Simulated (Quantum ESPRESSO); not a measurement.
# AlN (P6_3mc) in Quantum ESPRESSO: notebook, part 2 of 3

Quantum ESPRESSO 7.5.

### Step 3. Band structure, LDA

Input file pw.in:

```
&CONTROL
  calculation = 'scf'
  prefix = 'pwscf'
  outdir = './tmp'
  pseudo_dir = './pseudo'
  tprnfor = .true.
  tstress = .true.
  disk_io = 'low'
/
&SYSTEM
  ibrav = 0
  nat = 4
  ntyp = 2
  ecutwfc = 84
  nbnd = 14
  occupations = 'smearing'
  smearing = 'fd'
  degauss = 0.00367493
/
&ELECTRONS
  conv_thr = 8d-10
  electron_maxstep = 120
  mixing_beta = 0.5
/
ATOMIC_SPECIES
Al    26.9815 Al.upf
N     14.0070 N.upf
CELL_PARAMETERS angstrom
   3.1130000000    0.0000000000    0.0000000000
  -1.5565000000    2.6959370820    0.0000000000
   0.0000000000    0.0000000000    4.9810000000
ATOMIC_POSITIONS crystal
Al     0.6666666667    0.3333333333    0.5000000000
Al     0.3333333333    0.6666666667    0.0000000000
N      0.6666666667    0.3333333333    0.8800000000
N      0.3333333333    0.6666666667    0.3800000000
K_POINTS automatic
10 10 6 0 0 0
```

Input file bands.in:

```
&CONTROL
  calculation = 'bands'
  prefix = 'pwscf'
  outdir = './tmp'
  pseudo_dir = './pseudo'
  disk_io = 'low'
  verbosity = 'high'
/
&SYSTEM
  ibrav = 0
  nat = 4
  ntyp = 2
  ecutwfc = 84
  nbnd = 14
  occupations = 'smearing'
  smearing = 'fd'
  degauss = 0.00367493
/
&ELECTRONS
  conv_thr = 1d-08
  electron_maxstep = 120
  mixing_beta = 0.5
  diago_full_acc = .true.
/
ATOMIC_SPECIES
Al    26.9815 Al.upf
N     14.0070 N.upf
CELL_PARAMETERS angstrom
   3.1130000000    0.0000000000    0.0000000000
  -1.5565000000    2.6959370820    0.0000000000
   0.0000000000    0.0000000000    4.9810000000
ATOMIC_POSITIONS crystal
Al     0.6666666667    0.3333333333    0.5000000000
Al     0.3333333333    0.6666666667    0.0000000000
N      0.6666666667    0.3333333333    0.8800000000
N      0.3333333333    0.6666666667    0.3800000000
K_POINTS crystal
60
 0.0000000000  0.0000000000  0.0000000000 1
 0.0714285714  0.0000000000  0.0000000000 1
 0.1428571429  0.0000000000  0.0000000000 1
 0.2142857143  0.0000000000  0.0000000000 1
 0.2857142857  0.0000000000  0.0000000000 1
 0.3571428571  0.0000000000  0.0000000000 1
 0.4285714286  0.0000000000  0.0000000000 1
 0.5000000000  0.0000000000  0.0000000000 1
 0.4583333333  0.0833333333  0.0000000000 1
 0.4166666667  0.1666666667  0.0000000000 1
 0.3750000000  0.2500000000  0.0000000000 1
 0.3333333333  0.3333333333  0.0000000000 1
 0.2962962963  0.2962962963  0.0000000000 1
 0.2592592593  0.2592592593  0.0000000000 1
 0.2222222222  0.2222222222  0.0000000000 1
 0.1851851852  0.1851851852  0.0000000000 1
 0.1481481481  0.1481481481  0.0000000000 1
 0.1111111111  0.1111111111  0.0000000000 1
 0.0740740741  0.0740740741  0.0000000000 1
 0.0370370370  0.0370370370  0.0000000000 1
 0.0000000000  0.0000000000  0.0000000000 1
 0.0000000000  0.0000000000  0.1250000000 1
 0.0000000000  0.0000000000  0.2500000000 1
 0.0000000000  0.0000000000  0.3750000000 1
 0.0000000000  0.0000000000  0.5000000000 1
 0.0625000000  0.0000000000  0.5000000000 1
 0.1250000000  0.0000000000  0.5000000000 1
 0.1875000000  0.0000000000  0.5000000000 1
 0.2500000000  0.0000000000  0.5000000000 1
 0.3125000000  0.0000000000  0.5000000000 1
 0.3750000000  0.0000000000  0.5000000000 1
 0.4375000000  0.0000000000  0.5000000000 1
 0.5000000000  0.0000000000  0.5000000000 1
 0.4666666667  0.0666666667  0.5000000000 1
 0.4333333333  0.1333333333  0.5000000000 1
 0.4000000000  0.2000000000  0.5000000000 1
 0.3666666667  0.2666666667  0.5000000000 1
 0.3333333333  0.3333333333  0.5000000000 1
 0.3030303030  0.3030303030  0.5000000000 1
 0.2727272727  0.2727272727  0.5000000000 1
 0.2424242424  0.2424242424  0.5000000000 1
 0.2121212121  0.2121212121  0.5000000000 1
 0.1818181818  0.1818181818  0.5000000000 1
 0.1515151515  0.1515151515  0.5000000000 1
 0.1212121212  0.1212121212  0.5000000000 1
 0.0909090909  0.0909090909  0.5000000000 1
 0.0606060606  0.0606060606  0.5000000000 1
 0.0303030303  0.0303030303  0.5000000000 1
 0.0000000000  0.0000000000  0.5000000000 1
 0.5000000000  0.0000000000  0.5000000000 1
 0.5000000000  0.0000000000  0.3750000000 1
 0.5000000000  0.0000000000  0.2500000000 1
 0.5000000000  0.0000000000  0.1250000000 1
 0.5000000000  0.0000000000  0.0000000000 1
 0.3333333333  0.3333333333  0.0000000000 1
 0.3333333333  0.3333333333  0.1000000000 1
 0.3333333333  0.3333333333  0.2000000000 1
 0.3333333333  0.3333333333  0.3000000000 1
 0.3333333333  0.3333333333  0.4000000000 1
 0.3333333333  0.3333333333  0.5000000000 1
```

Potentials or basis: PseudoDojo 0.4.1 SR LDA standard.

The run is started by

```console
$ OMP_NUM_THREADS=1 pw.x -in pw.in > pw.out
$ OMP_NUM_THREADS=1 pw.x -in bands.in > bands.out
```

pw.out:

```text
This program is part of the open-source Quantum ESPRESSO suite
     for quantum simulation of materials; please cite
[... 9 lines left out ...]
     --------------------
     sticks:   dense  smooth     PW     G-vecs:    dense   smooth      PW
     Sum         805     805    241                29383    29383    4661

     Using Slab Decomposition

     bravais-lattice index     =            0
     lattice parameter (alat)  =       5.8827  a.u.
     unit-cell volume          =     282.0993 (a.u.)^3
     number of atoms/cell      =            4
     number of atomic types    =            2
     number of electrons       =        16.00
     number of Kohn-Sham states=           14
     kinetic-energy cutoff     =      84.0000  Ry
     charge density cutoff     =     336.0000  Ry
     scf convergence threshold =      8.0E-10
     mixing beta               =       0.5000
     number of iterations used =            8  plain     mixing
     Exchange-correlation= SLA  PW   NOGX NOGC
                           (   1   4   0   0   0   0   0)

     celldm(1)=   5.882717  celldm(2)=   0.000000  celldm(3)=   0.000000
     celldm(4)=   0.000000  celldm(5)=   0.000000  celldm(6)=   0.000000

     crystal axes: (cart. coord. in units of alat)
               a(1) = (   1.000000   0.000000   0.000000 )
               a(2) = (  -0.500000   0.866025   0.000000 )
               a(3) = (   0.000000   0.000000   1.600064 )

     reciprocal axes: (cart. coord. in units 2 pi/alat)
               b(1) = (  1.000000  0.577350 -0.000000 )
               b(2) = (  0.000000  1.154701  0.000000 )
               b(3) = (  0.000000 -0.000000  0.624975 )

     PseudoPot. # 1 for Al read from file:
     Al.upf
[... 103 lines left out ...]
     Davidson diagonalization with overlap
     ethr =  1.00E-02,  avg # of iterations =  4.3

     total energy              =     -51.00953467 Ry
     estimated scf accuracy    <       1.20048855 Ry
[... 64 lines left out ...]
     iteration # 11     ecut=    84.00 Ry     beta= 0.50
     Davidson diagonalization with overlap
     ethr =  1.44E-11,  avg # of iterations =  1.4

     End of self-consistent calculation

          k = 0.0000 0.0000 0.0000 (  3693 PWs)   bands (ev):

    -8.1946  -5.9714   0.7695   5.9562   5.9562   6.6146   6.6146   6.7929
    11.0487  13.3563  17.2633  17.7900  17.7900  19.7383
[... 108 lines left out ...]
    -5.9677  -5.6003   1.0332   1.6232   4.6548   5.0137   5.7111   5.7148
    11.6832  12.5270  15.7437  16.4414  17.9723  18.7401

          k = 0.0000-0.5774-0.3125 (  3676 PWs)   bands (ev):

    -5.7770  -5.7770   1.1708   1.1708   5.3435   5.3435   5.4329   5.4329
    12.0283  12.0283  15.9353  15.9353  18.4516  18.4516

          k = 0.1000 0.1732 0.0000 (  3675 PWs)   bands (ev):
[... 156 lines left out ...]
    -5.5982  -5.5982   1.8497   1.8497   3.1378   3.1378   5.9737   5.9737
    13.7890  13.7890  14.9553  14.9553  18.4132  18.4132

     the Fermi energy is     9.3884 ev

!    total energy              =     -51.37334738 Ry
     estimated scf accuracy    <          1.5E-10 Ry
     smearing contrib. (-TS)   =      -0.00000000 Ry
     internal energy E=F+TS    =     -51.37334738 Ry

     The total energy is F=E-TS. E is the sum of the following terms:
     one-electron contribution =      -2.13617587 Ry
     hartree contribution      =      11.23426891 Ry
     xc contribution           =     -16.98499213 Ry
     ewald contribution        =     -43.48644828 Ry

     convergence has been achieved in  11 iterations

     Forces acting on atoms (cartesian axes, Ry/au):

     atom    1 type  1   force =     0.00000000    0.00000000   -0.00444066
     atom    2 type  1   force =    -0.00000000    0.00000000   -0.00444066
     atom    3 type  2   force =    -0.00000000   -0.00000000    0.00444066
     atom    4 type  2   force =     0.00000000    0.00000000    0.00444066

     Total force =     0.008881     Total SCF correction =     0.000000

     Computing stress (Cartesian axis) and pressure

          total   stress  (Ry/bohr**3)                   (kbar)     P=      -58.46
  -0.00043769   0.00000000  -0.00000000          -64.39        0.00       -0.00
   0.00000000  -0.00043769  -0.00000000            0.00      -64.39       -0.00
  -0.00000000  -0.00000000  -0.00031680           -0.00       -0.00      -46.60

=------------------------------------------------------------------------------=
   JOB DONE.
=------------------------------------------------------------------------------=
```

Wall time 82 s (1 thread of Intel Xeon Platinum 8488C (Sapphire Rapids), shared host); peak memory 0.1 GiB.

Results:

```
Free energy             : -698.9700 eV
Pressure                : -5.8 GPa
Largest force           : 0.114 eV/Å
Band gap on the k mesh  : 4.26 eV, direct
Band gap along the path : 4.26 eV, direct
```

Forces on the atoms (eV/Å):
```
Al   0.000  0.000 -0.114
Al   0.000  0.000 -0.114
N    0.000  0.000  0.114
N    0.000  0.000  0.114
```

Levels at the corners of the path, in eV from the valence-band top:
```
point  band 5  band 6  band 7  band 8  band 9  band 10  band 11  band 12
    Γ   -0.84   -0.18   -0.18    0.00    4.26     6.56    10.47    11.00
    M   -3.36   -2.08   -1.79   -0.66    5.70     5.72     8.11    10.17
    K   -3.79   -2.44   -2.40   -2.40    4.95     8.26     9.59     9.59
    Γ   -0.84   -0.18   -0.18    0.00    4.26     6.56    10.47    11.00
    A   -0.52   -0.52   -0.52   -0.52    6.43     6.43    10.17    10.17
    L   -1.45   -1.45   -1.36   -1.36    5.24     5.24     9.14     9.14
    H   -3.87   -3.87   -0.79   -0.79    7.33     7.33     7.77     7.77
    A   -0.52   -0.52   -0.52   -0.52    6.43     6.43    10.17    10.17
    L   -1.45   -1.45   -1.36   -1.36    5.24     5.24     9.14     9.14
    M   -3.36   -2.08   -1.79   -0.66    5.70     5.72     8.11    10.17
    K   -3.79   -2.44   -2.40   -2.40    4.95     8.26     9.59     9.59
    H   -3.87   -3.87   -0.79   -0.79    7.33     7.33     7.77     7.77
```

Caveat: some levels on the path didn't converge.

### Step 4. Single point, PBEsol, 9.82 Å³/atom

pw.in: that of step 3 with these lines changed.

```diff
@@ -7,3 +7,3 @@
   tstress = .true.
-  disk_io = 'low'
+  disk_io = 'nowf'
 /
@@ -28,5 +28,5 @@
 CELL_PARAMETERS angstrom
-   3.1130000000    0.0000000000    0.0000000000
-  -1.5565000000    2.6959370820    0.0000000000
-   0.0000000000    0.0000000000    4.9810000000
+   3.0494515564    0.0000000000    0.0000000000
+  -1.5247257782    2.6409025155    0.0000000000
+   0.0000000000    0.0000000000    4.8793184075
 ATOMIC_POSITIONS crystal
```

Potentials or basis: PseudoDojo 0.4.1 SR PBEsol standard.

The run is started by

```console
$ OMP_NUM_THREADS=1 pw.x -in pw.in > pw.out
```

pw.out:

```text
This program is part of the open-source Quantum ESPRESSO suite
     for quantum simulation of materials; please cite
[... 9 lines left out ...]
     --------------------
     sticks:   dense  smooth     PW     G-vecs:    dense   smooth      PW
     Sum         769     769    223                27593    27593    4331

     Using Slab Decomposition

     bravais-lattice index     =            0
     lattice parameter (alat)  =       5.7626  a.u.
     unit-cell volume          =     265.1733 (a.u.)^3
     number of atoms/cell      =            4
     number of atomic types    =            2
     number of electrons       =        16.00
     number of Kohn-Sham states=           14
     kinetic-energy cutoff     =      84.0000  Ry
     charge density cutoff     =     336.0000  Ry
     scf convergence threshold =      8.0E-10
     mixing beta               =       0.5000
     number of iterations used =            8  plain     mixing
     Exchange-correlation= PBESOL
                           (   1   4  10   8   0   0   0)

     celldm(1)=   5.762628  celldm(2)=   0.000000  celldm(3)=   0.000000
     celldm(4)=   0.000000  celldm(5)=   0.000000  celldm(6)=   0.000000

     crystal axes: (cart. coord. in units of alat)
               a(1) = (   1.000000   0.000000   0.000000 )
               a(2) = (  -0.500000   0.866025   0.000000 )
               a(3) = (   0.000000   0.000000   1.600064 )

     reciprocal axes: (cart. coord. in units 2 pi/alat)
               b(1) = (  1.000000  0.577350 -0.000000 )
               b(2) = (  0.000000  1.154701  0.000000 )
               b(3) = (  0.000000 -0.000000  0.624975 )

     PseudoPot. # 1 for Al read from file:
     Al.upf
[... 142 lines left out ...]
     total energy              =     -51.05212409 Ry
     estimated scf accuracy    <       0.00001361 Ry

     iteration #  7     ecut=    84.00 Ry     beta= 0.50
     Davidson diagonalization with overlap
     ethr =  8.51E-08,  avg # of iterations =  2.7
[... 11 lines left out ...]
     iteration #  9     ecut=    84.00 Ry     beta= 0.50
     Davidson diagonalization with overlap
     ethr =  1.41E-09,  avg # of iterations =  2.7

     End of self-consistent calculation

          k = 0.0000 0.0000 0.0000 (  3441 PWs)   bands (ev):

    -7.8319  -5.4431   1.3517   6.8172   6.8172   7.4879   7.4879   7.6831
    12.3689  14.7915  18.6668  19.1960  19.1960  21.3654
[... 108 lines left out ...]
    -5.4412  -5.0495   1.6537   2.2847   5.4448   5.8272   6.5550   6.5603
    12.7107  13.6165  17.0669  17.8139  19.4902  20.1199

          k = 0.0000-0.5774-0.3125 (  3420 PWs)   bands (ev):

    -5.2373  -5.2373   1.8023   1.8023   6.1735   6.1735   6.2589   6.2589
    13.0896  13.0896  17.2488  17.2488  20.1340  20.1341

          k = 0.1000 0.1732 0.0000 (  3477 PWs)   bands (ev):
[... 156 lines left out ...]
    -5.0441  -5.0441   2.5498   2.5498   3.8000   3.8000   6.8516   6.8516
    14.8941  14.8941  16.1838  16.1838  20.2387  20.2388

     the Fermi energy is    10.5414 ev

!    total energy              =     -51.05212492 Ry
     estimated scf accuracy    <          4.1E-11 Ry
     smearing contrib. (-TS)   =       0.00000000 Ry
     internal energy E=F+TS    =     -51.05212492 Ry

     The total energy is F=E-TS. E is the sum of the following terms:
     one-electron contribution =      -0.65670916 Ry
     hartree contribution      =      10.98860829 Ry
     xc contribution           =     -16.99134850 Ry
     ewald contribution        =     -44.39267554 Ry

     convergence has been achieved in   9 iterations

     Forces acting on atoms (cartesian axes, Ry/au):

     atom    1 type  1   force =     0.00000000    0.00000000   -0.00707589
     atom    2 type  1   force =     0.00000000    0.00000000   -0.00707589
     atom    3 type  2   force =    -0.00000000    0.00000000    0.00707589
     atom    4 type  2   force =     0.00000000   -0.00000000    0.00707589

     Total force =     0.014152     Total SCF correction =     0.000001

     Computing stress (Cartesian axis) and pressure

          total   stress  (Ry/bohr**3)                   (kbar)     P=      142.10
   0.00094027  -0.00000000   0.00000000          138.32       -0.00        0.00
   0.00000000   0.00094027   0.00000000            0.00      138.32        0.00
   0.00000000   0.00000000   0.00101741            0.00        0.00      149.67

=------------------------------------------------------------------------------=
   JOB DONE.
=------------------------------------------------------------------------------=
```

It took 41 s on 1 thread of Intel Xeon Platinum 8488C (Sapphire Rapids), shared host; peak memory 0.1 GiB.

Results:

```
Free energy            : -694.5995 eV
Pressure               : 14.2 GPa
Largest force          : 0.182 eV/Å
Band gap on the k mesh : 4.69 eV, direct
```

### Step 5. Single point, PBEsol, 10.03 Å³/atom

pw.in: that of step 4 with these lines changed.

```diff
@@ -28,5 +28,5 @@
 CELL_PARAMETERS angstrom
-   3.0494515564    0.0000000000    0.0000000000
-  -1.5247257782    2.6409025155    0.0000000000
-   0.0000000000    0.0000000000    4.8793184075
+   3.0709272750    0.0000000000    0.0000000000
+  -1.5354636375    2.6595010333    0.0000000000
+   0.0000000000    0.0000000000    4.9136809369
 ATOMIC_POSITIONS crystal
```

The run is started by

```console
$ OMP_NUM_THREADS=1 pw.x -in pw.in > pw.out
```

Wall time 53 s (1 thread of Intel Xeon Platinum 8488C (Sapphire Rapids), shared host); peak memory 0.1 GiB.

The run converged. Its results:

- Free energy: -694.6601 eV
- Pressure: 9.0 GPa
- Largest force: 0.164 eV/Å
- Band gap on the k mesh: 4.50 eV, direct

### Step 6. Single point, PBEsol, 10.24 Å³/atom

pw.in: that of step 5 with these lines changed.

```diff
@@ -28,5 +28,5 @@
 CELL_PARAMETERS angstrom
-   3.0709272750    0.0000000000    0.0000000000
-  -1.5354636375    2.6595010333    0.0000000000
-   0.0000000000    0.0000000000    4.9136809369
+   3.0921067530    0.0000000000    0.0000000000
+  -1.5460533765    2.6778429994    0.0000000000
+   0.0000000000    0.0000000000    4.9475694625
 ATOMIC_POSITIONS crystal
```

Potentials or basis: PseudoDojo 0.4.1 SR PBEsol standard.

The run is started by

```console
$ OMP_NUM_THREADS=1 pw.x -in pw.in > pw.out
```

Run time: 42 s. Hardware: 1 thread of Intel Xeon Platinum 8488C (Sapphire Rapids), shared host; peak memory 0.1 GiB.

The run converged. Its results:

```yaml
Free_energy: -694.6949 eV
Pressure: 4.4 GPa
Largest_force: 0.148 eV/Å
Band_gap_on_the_k_mesh: 4.31 eV, direct
```

### Step 7. Single point, PBEsol, 10.45 Å³/atom

pw.in: that of step 6 with these lines changed.

```diff
@@ -28,5 +28,5 @@
 CELL_PARAMETERS angstrom
-   3.0921067530    0.0000000000    0.0000000000
-  -1.5460533765    2.6778429994    0.0000000000
-   0.0000000000    0.0000000000    4.9475694625
+   3.1130000000    0.0000000000    0.0000000000
+  -1.5565000000    2.6959370820    0.0000000000
+   0.0000000000    0.0000000000    4.9810000000
 ATOMIC_POSITIONS crystal
```

The run is started by

```console
$ OMP_NUM_THREADS=1 pw.x -in pw.in > pw.out
```

Wall time 45 s (1 thread of Intel Xeon Platinum 8488C (Sapphire Rapids), shared host); peak memory 0.1 GiB.

It converged, with:

```
Free energy            : -694.7064 eV
Pressure               : 0.1 GPa
Largest force          : 0.132 eV/Å
Band gap on the k mesh : 4.14 eV, direct
```

### Step 8. Single point, PBEsol, 10.66 Å³/atom

pw.in: that of step 7 with these lines changed.

```diff
@@ -28,5 +28,5 @@
 CELL_PARAMETERS angstrom
-   3.1130000000    0.0000000000    0.0000000000
-  -1.5565000000    2.6959370820    0.0000000000
-   0.0000000000    0.0000000000    4.9810000000
+   3.1336164949    0.0000000000    0.0000000000
+  -1.5668082474    2.7137914903    0.0000000000
+   0.0000000000    0.0000000000    5.0139877163
 ATOMIC_POSITIONS crystal
```

The run is started by

```console
$ OMP_NUM_THREADS=1 pw.x -in pw.in > pw.out
```

Run time: 42 s. Hardware: 1 thread of Intel Xeon Platinum 8488C (Sapphire Rapids), shared host; peak memory 0.1 GiB.

Results (log left out):

| Item | Value |
| --- | --- |
| Free energy | -694.6969 eV |
| Pressure | -3.7 GPa |
| Largest force | 0.118 eV/Å |
| Band gap on the k mesh | 3.96 eV, direct |

### Step 9. Single point, PBEsol, 10.87 Å³/atom

pw.in: that of step 8 with these lines changed.

```diff
@@ -28,5 +28,5 @@
 CELL_PARAMETERS angstrom
-   3.1336164949    0.0000000000    0.0000000000
-  -1.5668082474    2.7137914903    0.0000000000
-   0.0000000000    0.0000000000    5.0139877163
+   3.1539652241    0.0000000000    0.0000000000
+  -1.5769826120    2.7314140067    0.0000000000
+   0.0000000000    0.0000000000    5.0465469904
 ATOMIC_POSITIONS crystal
```

Potentials or basis: PseudoDojo 0.4.1 SR PBEsol standard.

The run is started by

```console
$ OMP_NUM_THREADS=1 pw.x -in pw.in > pw.out
```

Run time: 43 s. Hardware: 1 thread of Intel Xeon Platinum 8488C (Sapphire Rapids), shared host; peak memory 0.09 GiB.

The run converged. Its results:

```
Free energy            : -694.6682 eV
Pressure               : -7.2 GPa
Largest force          : 0.104 eV/Å
Band gap on the k mesh : 3.80 eV, direct
```

### Step 10. Single point, PBEsol, 11.08 Å³/atom

pw.in: that of step 9 with these lines changed.

```diff
@@ -28,5 +28,5 @@
 CELL_PARAMETERS angstrom
-   3.1539652241    0.0000000000    0.0000000000
-  -1.5769826120    2.7314140067    0.0000000000
-   0.0000000000    0.0000000000    5.0465469904
+   3.1740547162    0.0000000000    0.0000000000
+  -1.5870273581    2.7488120173    0.0000000000
+   0.0000000000    0.0000000000    5.0786914685
 ATOMIC_POSITIONS crystal
```

The run is started by

```console
$ OMP_NUM_THREADS=1 pw.x -in pw.in > pw.out
```

Run time: 38 s. Hardware: 1 thread of Intel Xeon Platinum 8488C (Sapphire Rapids), shared host; peak memory 0.11 GiB.

It converged, with:

* Free energy: -694.6221 eV
* Pressure: -10.4 GPa
* Largest force: 0.091 eV/Å
* Band gap on the k mesh: 3.64 eV, direct

### Step 11. Equation of state, PBEsol

Potentials or basis: PseudoDojo 0.4.1 SR PBEsol standard.

This step only gathers the single runs of the series.

What came out:

```
Equilibrium volume                        : 10.46 Å³/atom
Bulk modulus at fixed shape and positions : 202 GPa
Pressure derivative of the bulk modulus   : 3.9
```

Energy against volume, from the lowest point:
```
volume (Å³/atom)  energy (meV/atom)
           9.824              26.72
          10.033              11.59
          10.242               2.89
          10.451               0.00
          10.660               2.39
          10.869               9.56
          11.078              21.07
```

Caveat: the cell was scaled at fixed shape and fractional positions, which overstates the stiffness of a crystal with free parameters, most of all of layers and chains.

[end of part 2 of 3]
